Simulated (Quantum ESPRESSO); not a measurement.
# CoO (R3m) in Quantum ESPRESSO: convergence with wavefunction cutoff

Aim: find how far wavefunction cutoff must go before the results for CoO settle, at PBE. This setting moves, with any that are tied to it; all else stays.

Program: Quantum ESPRESSO 7.5. These are calculated values, not measurements. Logs are shortened: lines on timing, memory, paths and dates and some standing lists are left out, and cuts for length are marked.

## Step 1: The structure

Symmetry: R3m, No. 160, trigonal system. The conventional cell has a = 3.204 Å, b = 3.204 Å, c = 7.699 Å, α = 90.00°, β = 90.00°, γ = 120.00°. Co (site symmetry 3m) has 4 O at 1.91 to 1.96 Å as nearest neighbours. O (site symmetry 3m) is surrounded by 4 Co at 1.91 to 1.96 Å.

Measurements of this composition are mostly on another form, of space group No. 225.

## Step 2: With wavefunction cutoff 18 Ry

File pw.in:

```
&CONTROL
  calculation = 'scf'
  prefix = 'pwscf'
  outdir = './tmp'
  pseudo_dir = './pseudo'
  tprnfor = .true.
  tstress = .true.
  disk_io = 'nowf'
/
&SYSTEM
  ibrav = 0
  nat = 2
  ntyp = 2
  ecutwfc = 18
  ecutrho = 270
  nbnd = 21
  occupations = 'smearing'
  smearing = 'gaussian'
  degauss = 0.00734986
  nspin = 2
  starting_magnetization(1) = 0.1176
  starting_magnetization(2) = 0
/
&ELECTRONS
  conv_thr = 4d-10
  electron_maxstep = 120
  mixing_beta = 0.3
/
ATOMIC_SPECIES
Co    58.9332 Co.GGA_PBE-JTH.UPF
O     15.9990 O.GGA_PBE-JTH.UPF
CELL_PARAMETERS angstrom
   1.6022198417    0.9250420569    2.5664708903
  -1.6022198417    0.9250420569    2.5664708903
   0.0000000000   -1.8500841138    2.5664708903
ATOMIC_POSITIONS crystal
Co     0.9989783200    0.9989783200    0.9989783200
O      0.7510210300    0.7510210300    0.7510210300
K_POINTS automatic
10 10 10 0 0 0
```

Potentials or basis: JTH 2.0 PBE.

Launch:

```bash
$ OMP_NUM_THREADS=1 pw.x -in pw.in > pw.out
```

Wall time 41 s (1 thread of Arm Neoverse V1, shared host); peak memory 0.09 GiB.

What came out:

```
Free energy                                           : -5681.6507 eV
Largest force                                         : 0.263 eV/Å
Band gap on the k mesh                                : none (metal or under the smearing width)
Net moment                                            : 2.21 μB per cell
Absolute moment                                       : 2.21 μB per cell
Site moments                                          : Co +1.81; O +0.19 μB
Valence electrons inside the program's atomic spheres : Co 14.22; O 5.28
```

## Step 3: With wavefunction cutoff 22 Ry

pw.in, as its differences from that of step 2:

```diff
@@ -13,3 +13,3 @@
   ntyp = 2
-  ecutwfc = 18
+  ecutwfc = 22
   ecutrho = 270
```

Potentials or basis: JTH 2.0 PBE.

Launch:

```bash
$ OMP_NUM_THREADS=1 pw.x -in pw.in > pw.out
```

Run time: 41 s. Hardware: 1 thread of Arm Neoverse V1, shared host; peak memory 0.1 GiB.

Results:

- Free energy: -5689.0779 eV
- Largest force: 0.195 eV/Å
- Band gap on the k mesh: none (metal or under the smearing width)
- Net moment: 2.79 μB per cell
- Absolute moment: 2.80 μB per cell
- Site moments: Co +2.23; O +0.31 μB
- Valence electrons inside the program's atomic spheres: Co 14.13; O 5.29

## Step 4: With wavefunction cutoff 27 Ry

pw.in, as its differences from that of step 3:

```diff
@@ -13,3 +13,3 @@
   ntyp = 2
-  ecutwfc = 22
+  ecutwfc = 27
   ecutrho = 270
```

Launch:

```bash
$ OMP_NUM_THREADS=1 pw.x -in pw.in > pw.out
```

It took 38 s on 1 thread of Arm Neoverse V1, shared host; peak memory 0.1 GiB.

Results:

```yaml
Free_energy: -5691.0995 eV
Largest_force: 0.289 eV/Å
Band_gap_on_the_k_mesh: none (metal or under the smearing width)
Net_moment: 2.74 μB per cell
Absolute_moment: 2.74 μB per cell
Site_moments: Co +2.19; O +0.30 μB
Valence_electrons_inside_the_program's_atomic_spheres: Co 14.11; O 5.27
```

## Step 5: With wavefunction cutoff 31 Ry

pw.in, as its differences from that of step 4:

```diff
@@ -13,3 +13,3 @@
   ntyp = 2
-  ecutwfc = 27
+  ecutwfc = 31
   ecutrho = 270
```

Launch:

```bash
$ OMP_NUM_THREADS=1 pw.x -in pw.in > pw.out
```

Run time: 70 s. Hardware: 1 thread of Arm Neoverse V1, shared host; peak memory 0.11 GiB.

Results:

```
Free energy                                           : -5691.5477 eV
Largest force                                         : 0.265 eV/Å
Band gap on the k mesh                                : none (metal or under the smearing width)
Net moment                                            : 2.75 μB per cell
Absolute moment                                       : 2.76 μB per cell
Site moments                                          : Co +2.20; O +0.30 μB
Valence electrons inside the program's atomic spheres : Co 14.11; O 5.27
```

## Step 6: With wavefunction cutoff 36 Ry

pw.in, as its differences from that of step 5:

```diff
@@ -13,4 +13,4 @@
   ntyp = 2
-  ecutwfc = 31
-  ecutrho = 270
+  ecutwfc = 36
+  ecutrho = 288
   nbnd = 21
```

Potentials or basis: JTH 2.0 PBE.

Launch:

```bash
$ OMP_NUM_THREADS=1 pw.x -in pw.in > pw.out
```

Wall time 81 s (1 thread of Arm Neoverse V1, shared host); peak memory 0.13 GiB.

It converged, with:

| Item | Value |
| --- | --- |
| Free energy | -5691.7981 eV |
| Largest force | 0.269 eV/Å |
| Band gap on the k mesh | none (metal or under the smearing width) |
| Net moment | 2.76 μB per cell |
| Absolute moment | 2.76 μB per cell |
| Site moments | Co +2.21; O +0.30 μB |
| Valence electrons inside the program's atomic spheres | Co 14.12; O 5.27 |

## Step 7: With wavefunction cutoff 40 Ry

pw.in, as its differences from that of step 6:

```diff
@@ -13,4 +13,4 @@
   ntyp = 2
-  ecutwfc = 36
-  ecutrho = 288
+  ecutwfc = 40
+  ecutrho = 320
   nbnd = 21
```

Launch:

```bash
$ OMP_NUM_THREADS=1 pw.x -in pw.in > pw.out
```

It took 79 s on 1 thread of Arm Neoverse V1, shared host; peak memory 0.14 GiB.

Results (log left out):

```yaml
Free_energy: -5691.8892 eV
Largest_force: 0.271 eV/Å
Band_gap_on_the_k_mesh: none (metal or under the smearing width)
Net_moment: 2.76 μB per cell
Absolute_moment: 2.76 μB per cell
Site_moments: Co +2.21; O +0.30 μB
Valence_electrons_inside_the_program's_atomic_spheres: Co 14.13; O 5.27
```

## Step 8: With wavefunction cutoff 45 Ry

pw.in, as its differences from that of step 7:

```diff
@@ -13,4 +13,4 @@
   ntyp = 2
-  ecutwfc = 40
-  ecutrho = 320
+  ecutwfc = 45
+  ecutrho = 360
   nbnd = 21
```

Launch:

```bash
$ OMP_NUM_THREADS=1 pw.x -in pw.in > pw.out
```

It took 84 s on 1 thread of Arm Neoverse V1, shared host; peak memory 0.17 GiB.

Results (log left out):

| Quantity | Value |
| --- | --- |
| Free energy | -5691.9261 eV |
| Pressure | -0.6 GPa |
| Largest force | 0.270 eV/Å |
| Band gap on the k mesh | none (metal or under the smearing width) |
| Net moment | 2.76 μB per cell |
| Absolute moment | 2.76 μB per cell |
| Site moments | Co +2.21; O +0.30 μB |
| Valence electrons inside the program's atomic spheres | Co 14.13; O 5.27 |

## Step 9: With wavefunction cutoff 54 Ry

pw.in, as its differences from that of step 8:

```diff
@@ -13,4 +13,4 @@
   ntyp = 2
-  ecutwfc = 45
-  ecutrho = 360
+  ecutwfc = 54
+  ecutrho = 432
   nbnd = 21
```

Potentials or basis: JTH 2.0 PBE.

Launch:

```bash
$ OMP_NUM_THREADS=1 pw.x -in pw.in > pw.out
```

It took 2.3 min on 1 thread of Arm Neoverse V1, shared host; peak memory 0.2 GiB.

The run converged. Its results:

| Quantity | Value |
| --- | --- |
| Free energy | -5691.9425 eV |
| Pressure | -0.3 GPa |
| Largest force | 0.271 eV/Å |
| Band gap on the k mesh | none (metal or under the smearing width) |
| Net moment | 2.76 μB per cell |
| Absolute moment | 2.76 μB per cell |
| Site moments | Co +2.21; O +0.30 μB |
| Valence electrons inside the program's atomic spheres | Co 14.13; O 5.27 |

## Step 10: With wavefunction cutoff 68 Ry

pw.in, as its differences from that of step 9:

```diff
@@ -13,4 +13,4 @@
   ntyp = 2
-  ecutwfc = 54
-  ecutrho = 432
+  ecutwfc = 68
+  ecutrho = 544
   nbnd = 21
```

Potentials or basis: JTH 2.0 PBE.

Launch:

```bash
$ OMP_NUM_THREADS=1 pw.x -in pw.in > pw.out
```

pw.out:

```text
This program is part of the open-source Quantum ESPRESSO suite
     for quantum simulation of materials; please cite
         "P. Giannozzi et al., J. Phys.:Condens. Matter 21 395502 (2009);
         "P. Giannozzi et al., J. Phys.:Condens. Matter 29 465901 (2017);
         "P. Giannozzi et al., J. Chem. Phys. 152 154105 (2020);
     in publications or presentations arising from this work. More details at

     file Co.GGA_PBE-JTH.UPF: wavefunction(s)  3P 0P 3D 0D renormalized
     file O.GGA_PBE-JTH.UPF: wavefunction(s)  0S 2P 0P renormalized
     Message from routine setup:
     using ibrav=0 with symmetry is DISCOURAGED, use correct ibrav instead

     G-vector sticks info
     --------------------
     sticks:   dense  smooth     PW     G-vecs:    dense   smooth      PW
     Sum        1357     673    211                33007    11689    2097

     Using Slab Decomposition

     bravais-lattice index     =            0
     lattice parameter (alat)  =       5.9787  a.u.
     unit-cell volume          =     154.0167 (a.u.)^3
     number of atoms/cell      =            2
     number of atomic types    =            2
     number of electrons       =        23.00
     number of Kohn-Sham states=           21
     kinetic-energy cutoff     =      68.0000  Ry
     charge density cutoff     =     544.0000  Ry
     scf convergence threshold =      4.0E-10
     mixing beta               =       0.3000
     number of iterations used =            8  plain     mixing
     Exchange-correlation= SLA PW PBX PBC
                           (   1   4   3   4   0   0   0)

     celldm(1)=   5.978702  celldm(2)=   0.000000  celldm(3)=   0.000000
     celldm(4)=   0.000000  celldm(5)=   0.000000  celldm(6)=   0.000000

     crystal axes: (cart. coord. in units of alat)
               a(1) = (   0.506424   0.292384   0.811201 )
               a(2) = (  -0.506424   0.292384   0.811201 )
               a(3) = (   0.000000  -0.584768   0.811201 )

     reciprocal axes: (cart. coord. in units 2 pi/alat)
               b(1) = (  0.987315  0.570027  0.410914 )
               b(2) = ( -0.987315  0.570027  0.410914 )
               b(3) = (  0.000000 -1.140054  0.410914 )

     PseudoPot. # 1 for Co read from file:
     Co.GGA_PBE-JTH.UPF
     Pseudo is Projector augmented-wave + core cor, Zval = 17.0
     Generated using ATOMPAW code
     Shape of augmentation charge: SINC**2
     Using radial grid of 1041 points,  6 beta functions with:
                l(1) =   0
                l(2) =   0
                l(3) =   1
                l(4) =   1
                l(5) =   2
                l(6) =   2
     Q(r) pseudized with 0 coefficients

     PseudoPot. # 2 for O  read from file:
     O.GGA_PBE-JTH.UPF
     Pseudo is Projector augmented-wave + core cor, Zval =  6.0
     Generated using ATOMPAW code
     Shape of augmentation charge: SINC**2
     Using radial grid of  943 points,  4 beta functions with:
                l(1) =   0
                l(2) =   0
                l(3) =   1
                l(4) =   1
     Q(r) pseudized with 0 coefficients

     atomic species   valence    mass     pseudopotential
     Co               17.00    58.93320     Co( 1.00)
     O                 6.00    15.99900     O ( 1.00)

     Starting magnetic structure
     atomic species   magnetization
     Co              0.118
     O               0.000

      6 Sym. Ops. (no inversion) found

   Cartesian axes

     site n.     atom                  positions (alat units)
         1        Co     tau(   1) = (  -0.0000000  -0.0000000   2.4311158  )
         2        O      tau(   2) = (   0.0000000  -0.0000000   1.8276864  )

     number of k points=   116  Gaussian smearing, width (Ry)=  0.0073

     Number of k-points >= 100: set verbosity='high' to print them.

     Dense  grid:    33007 G-vectors     FFT dimensions: (  45,  45,  45)

     Smooth grid:    11689 G-vectors     FFT dimensions: (  32,  32,  32)

     Generating pointlists ...
     new r_m :   0.2489 (alat units)  1.4882 (a.u.) for type    1
     new r_m :   0.2489 (alat units)  1.4882 (a.u.) for type    2

     Initial potential from superposition of free atoms

     starting charge      22.9995, renormalised to      23.0000
     Starting wfcs are   26 randomized atomic wfcs

     Self-consistent Calculation

     iteration #  1     ecut=    68.00 Ry     beta= 0.30
     Davidson diagonalization with overlap
     ethr =  1.00E-02,  avg # of iterations =  5.0

     total energy              =    -417.95118139 Ry
     estimated scf accuracy    <       1.27308037 Ry

     total magnetization       =     3.02 Bohr mag/cell
     absolute magnetization    =     3.04 Bohr mag/cell

     iteration #  2     ecut=    68.00 Ry     beta= 0.30
     Davidson diagonalization with overlap
     ethr =  5.54E-03,  avg # of iterations =  1.9

     total energy              =    -418.17946843 Ry
     estimated scf accuracy    <       0.88469055 Ry

     total magnetization       =     1.55 Bohr mag/cell
     absolute magnetization    =     1.55 Bohr mag/cell

     iteration #  3     ecut=    68.00 Ry     beta= 0.30
     Davidson diagonalization with overlap
     ethr =  3.85E-03,  avg # of iterations =  1.0

     total energy              =    -418.34683794 Ry
     estimated scf accuracy    <       0.04950604 Ry

     total magnetization       =     2.59 Bohr mag/cell
     absolute magnetization    =     2.59 Bohr mag/cell

     iteration #  4     ecut=    68.00 Ry     beta= 0.30
     Davidson diagonalization with overlap
     ethr =  2.15E-04,  avg # of iterations =  2.1

     total energy              =    -418.34650489 Ry
     estimated scf accuracy    <       0.03666501 Ry

     total magnetization       =     2.57 Bohr mag/cell
     absolute magnetization    =     2.58 Bohr mag/cell

     iteration #  5     ecut=    68.00 Ry     beta= 0.30
     Davidson diagonalization with overlap
     ethr =  1.59E-04,  avg # of iterations =  1.4

     total energy              =    -418.35006026 Ry
     estimated scf accuracy    <       0.01131602 Ry

     total magnetization       =     2.58 Bohr mag/cell
     absolute magnetization    =     2.58 Bohr mag/cell

     iteration #  6     ecut=    68.00 Ry     beta= 0.30
     Davidson diagonalization with overlap
     ethr =  4.92E-05,  avg # of iterations =  2.1

     total energy              =    -418.35085923 Ry
     estimated scf accuracy    <       0.00736712 Ry

     total magnetization       =     2.65 Bohr mag/cell
     absolute magnetization    =     2.65 Bohr mag/cell

     iteration #  7     ecut=    68.00 Ry     beta= 0.30
     Davidson diagonalization with overlap
     ethr =  3.20E-05,  avg # of iterations =  1.3

     total energy              =    -418.35168454 Ry
     estimated scf accuracy    <       0.00285807 Ry

     total magnetization       =     2.65 Bohr mag/cell
     absolute magnetization    =     2.65 Bohr mag/cell
[... 48 lines left out ...]
     total magnetization       =     2.76 Bohr mag/cell
     absolute magnetization    =     2.76 Bohr mag/cell

     iteration # 13     ecut=    68.00 Ry     beta= 0.30
     Davidson diagonalization with overlap
     ethr =  5.32E-09,  avg # of iterations =  2.0

     total energy              =    -418.35217036 Ry
     estimated scf accuracy    <       0.00000020 Ry

     total magnetization       =     2.76 Bohr mag/cell
     absolute magnetization    =     2.76 Bohr mag/cell

     iteration # 14     ecut=    68.00 Ry     beta= 0.30
     Davidson diagonalization with overlap
     ethr =  8.54E-10,  avg # of iterations =  2.0

     total energy              =    -418.35217047 Ry
     estimated scf accuracy    <       0.00000004 Ry

     total magnetization       =     2.76 Bohr mag/cell
     absolute magnetization    =     2.76 Bohr mag/cell

     iteration # 15     ecut=    68.00 Ry     beta= 0.30
     Davidson diagonalization with overlap
     ethr =  1.86E-10,  avg # of iterations =  2.1

     total energy              =    -418.35217059 Ry
     estimated scf accuracy    <          7.2E-09 Ry

     total magnetization       =     2.76 Bohr mag/cell
     absolute magnetization    =     2.76 Bohr mag/cell

     iteration # 16     ecut=    68.00 Ry     beta= 0.30
     Davidson diagonalization with overlap
     ethr =  3.12E-11,  avg # of iterations =  2.0

     total energy              =    -418.35217059 Ry
     estimated scf accuracy    <          3.0E-09 Ry

     total magnetization       =     2.76 Bohr mag/cell
     absolute magnetization    =     2.76 Bohr mag/cell

     iteration # 17     ecut=    68.00 Ry     beta= 0.30
     Davidson diagonalization with overlap
     ethr =  1.29E-11,  avg # of iterations =  1.3

     Magnetic moment per site  (integrated on atomic sphere of radius R)
     atom   1 (R=0.249)  charge= 14.1277  magn=  2.2122
     atom   2 (R=0.249)  charge=  5.2673  magn=  0.3008

     End of self-consistent calculation

     Number of k-points >= 100: set verbosity='high' to print the bands.

     the Fermi energy is    11.5902 ev

!    total energy              =    -418.35217060 Ry
     total all-electron energy =      -418.352171 Ry
     estimated scf accuracy    <          6.7E-11 Ry
     smearing contrib. (-TS)   =      -0.00070322 Ry
     internal energy E=F+TS    =    -418.35146738 Ry

     The total energy is F=E-TS. E is the sum of the following terms:
     one-electron contribution =    -202.40100940 Ry
     hartree contribution      =      98.43712221 Ry
     xc contribution           =     -34.96450720 Ry
     ewald contribution        =    -194.30872876 Ry
     one-center paw contrib.   =     -85.11434423 Ry

     total magnetization       =     2.76 Bohr mag/cell
     absolute magnetization    =     2.76 Bohr mag/cell

     convergence has been achieved in  17 iterations

     Forces acting on atoms (cartesian axes, Ry/au):

     atom    1 type  1   force =    -0.00000000    0.00000000    0.01049553
     atom    2 type  2   force =     0.00000000   -0.00000000   -0.01049553

     Total force =     0.014843     Total SCF correction =     0.000062

     Computing stress (Cartesian axis) and pressure

          total   stress  (Ry/bohr**3)                   (kbar)     P=       -0.59
  -0.00012852  -0.00000000   0.00000000          -18.91       -0.00        0.00
  -0.00000000  -0.00012852   0.00000000           -0.00      -18.91        0.00
   0.00000000   0.00000000   0.00024507            0.00        0.00       36.05

=------------------------------------------------------------------------------=
   JOB DONE.
=------------------------------------------------------------------------------=
```

It took 2.2 min on 1 thread of Arm Neoverse V1, shared host; peak memory 0.27 GiB.

Results:

- Free energy: -5691.9713 eV
- Pressure: -0.1 GPa
- Largest force: 0.270 eV/Å
- Band gap on the k mesh: none (metal or under the smearing width)
- Net moment: 2.76 μB per cell
- Absolute moment: 2.76 μB per cell
- Site moments: Co +2.21; O +0.30 μB
- Valence electrons inside the program's atomic spheres: Co 14.13; O 5.27

## Step 11: Summary

```
wavefunction cutoff  energy less the tightest run, at zero smearing (meV/atom)  largest force (eV/Å)  absolute moment (μB)  SCF cycles  CPU time (s)  peak memory (GiB)
              18 Ry                                                    5160.45                 0.263                  2.21          16            41               0.09
              22 Ry                                                    1446.60                 0.195                  2.80          15            41                0.1
              27 Ry                                                     435.95                 0.289                  2.74          17            38                0.1
              31 Ry                                                     211.85                 0.265                  2.76          16            70               0.11
              36 Ry                                                      86.60                 0.269                  2.76          17            81               0.13
              40 Ry                                                      41.05                 0.271                  2.76          17            79               0.14
              45 Ry                                                      22.58                 0.270                  2.76          17            84               0.17
              54 Ry                                                      14.35                 0.271                  2.76          17           140                0.2
              68 Ry                                                       0.00                 0.270                  2.76          17           130               0.27
```

Against the tightest run, the largest force stays within 0.005 eV/Å from 31 Ry on; the absolute moment stays within 0.02 μB from 31 Ry on. Not settled before the last step: the energy (to 1 meV/atom). The tightest run that finished is the yardstick and may itself not be fully converged.

Caveats: a cell with one magnetic atom can't hold antiferromagnetic order, which such compounds often take; semilocal functionals often make such compounds metallic where correlation or magnetic order opens a gap, which also shifts bond lengths.
